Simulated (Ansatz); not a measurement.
# A series in volume scale on MgSe

Results calculated with Ansatz 0.2.0, not measured. Periodic Kohn-Sham DFT of a crystal at fixed atoms, scaled to volume_scale times the given cell; pressure positive in compression, energy less spherical unpolarised free atoms, largest_vzz the field gradient of largest size among the nuclei.

The cell before it is scaled or strained (space group Fm-3m, No. 225):
```
cell vectors (Å)
   0.0000     2.7541     2.7541
   2.7541     0.0000     2.7541
   2.7541     2.7541     0.0000
atoms (fractions of the cell vectors)
Mg  0.00000  0.00000  0.00000
Se  0.50000  0.50000  0.50000
```

Settings of every row: method frozen-core PAW; functional PBE; relativity scalar; k mesh 11x11x11; filling fermi-dirac; smearing width 0.03 eV; wave cutoff 420 eV; paw set soft_2.

Atom start moment: 0 on all atoms.

Limits: the cell comes from a prototype or a list of computed structures and needn't be the stable phase.

```
row  volume scale  V (Å³/atom)  pressure (GPa)
  1        0.9405       19.647           4.223
  2          0.97       20.263           1.968
  3             1        20.89           0.001
  4          1.03       21.517               ?
  5          1.06       22.143          -3.131
```

Question: what pressure should row 4 give?

Worked fit of pressure. Take u = (V_r/V)^(2/3) − 1 with V_r = 20.577 Å³ an atom, which is twice the finite (Eulerian) strain; such expansions in the strain, on which the Birch-Murnaghan equation of state is built, carry the rest volume and the bulk modulus. The shown rows have u = 0.03131, 0.0103, -0.01001, -0.04772. Least squares give pressure = 0.9457 + 97.026 × u + 243.22 × u² GPa; a straight line predicts inner rows, each left out in turn, worse (root mean square 0.24 against 0.0057 GPa). The rows lie off it by 0.001, -0.003, 0.002, 0.000. The pressure vanishes at u = -0.0100, or V = 20.89 Å³ an atom, and there the bulk modulus at fixed shape and fractions is B = −V dP/dV = (2/3)(1 + u) dP/du = 60.8 GPa. The withheld row has u = -0.02934, so the fit gives 0.9457 + 97.026 × (-0.02934) + 243.22 × (-0.02934)² = -1.692 GPa.

The calculation gave -1.685 GPa. The fit lies 0.007 GPa (0.095 % of the column's range) below it; its largest miss of a shown row is 0.003 GPa.
